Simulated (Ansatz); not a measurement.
## Structure optimisation: selenium, omega (AlB2-type)

These are results of Ansatz 0.2.0, DFT, RPBE, plane waves (420 eV) with PAW, scalar-relativistic, not measurements. (PAW data from PBE, frozen cores regenerated.)

k-point mesh 7×7×10, Fermi-Dirac smearing 0.1 eV, no spin polarisation. Cell and atoms relax.

Starting structure:

```yaml
crystal:
  lattice:
    - [4.9764452362, 0.0, 0.0]
    - [-2.4882226181, 4.3097279951, 0.0]
    - [0.0, 0.0, 3.0505609298]
  atoms:
    - { symbol: Se, position: [0.0, 0.0, 0.0] }
    - { symbol: Se, position: [0.3333333333, 0.6666666667, 0.5] }
    - { symbol: Se, position: [0.6666666667, 0.3333333333, 0.5] }
hamiltonian:
  xc: rpbe
  pseudopotentials:
    kind: paw
    azcp:
      Se: "pseudopotentials/Se.paw.azcp"
basis:
  ecutwfc: 420
  fft_grid_basis: typed
kpoints:
  mp_grid: { grid: [7, 7, 10], shift: [0, 0, 0] }
magnetization:
  spin_polarized: false
scf:
  occupations: { method: fermi_dirac, width: 0.1 }
relax:
  max_steps: 60
  f_tol: 0.01
  cell: {}
output:
  write_density: true
  write_potential: true
  elf: true
  volumetric_format: npy
```

The pressure at the start is -1.4 GPa. By how much does the volume change?

From 21.81 to 22.13 Å³ per atom, 1.5 %. The final cell has a = 4.710 Å, c = 3.456 Å (c/a = 0.734).

How much energy does the relaxation gain?

25.6 meV per atom.

Path of the relaxation (the plane waves are chosen anew near the end, which can shift the energy a little):

```json
{"step": "0", "E − E(final) (meV/atom)": "25.56", "V (Å³/atom)": "21.809", "P (GPa)": "-1.42", "max force (eV/Å)": "0.000"}
{"step": "1", "E − E(final) (meV/atom)": "23.35", "V (Å³/atom)": "21.120", "P (GPa)": "0.49", "max force (eV/Å)": "0.000"}
{"step": "2", "E − E(final) (meV/atom)": "22.96", "V (Å³/atom)": "21.286", "P (GPa)": "0.00", "max force (eV/Å)": "0.000"}
{"step": "3", "E − E(final) (meV/atom)": "22.35", "V (Å³/atom)": "21.386", "P (GPa)": "-0.28", "max force (eV/Å)": "0.000"}
{"step": "4", "E − E(final) (meV/atom)": "16.79", "V (Å³/atom)": "21.593", "P (GPa)": "-0.68", "max force (eV/Å)": "0.000"}
{"step": "5", "E − E(final) (meV/atom)": "4.31", "V (Å³/atom)": "21.659", "P (GPa)": "0.05", "max force (eV/Å)": "0.000"}
{"step": "6", "E − E(final) (meV/atom)": "0.82", "V (Å³/atom)": "21.861", "P (GPa)": "0.73", "max force (eV/Å)": "0.000"}
{"step": "7", "E − E(final) (meV/atom)": "0.24", "V (Å³/atom)": "22.032", "P (GPa)": "0.11", "max force (eV/Å)": "0.000"}
{"step": "8", "E − E(final) (meV/atom)": "0.22", "V (Å³/atom)": "22.090", "P (GPa)": "0.00", "max force (eV/Å)": "0.000"}
{"step": "9", "E − E(final) (meV/atom)": "0.03", "V (Å³/atom)": "22.090", "P (GPa)": "0.03", "max force (eV/Å)": "0.000"}
{"step": "10", "E − E(final) (meV/atom)": "0.00", "V (Å³/atom)": "22.130", "P (GPa)": "0.01", "max force (eV/Å)": "0.000"}
{"step": "11", "E − E(final) (meV/atom)": "0.00", "V (Å³/atom)": "22.130", "P (GPa)": "0.01", "max force (eV/Å)": "0.000"}
```
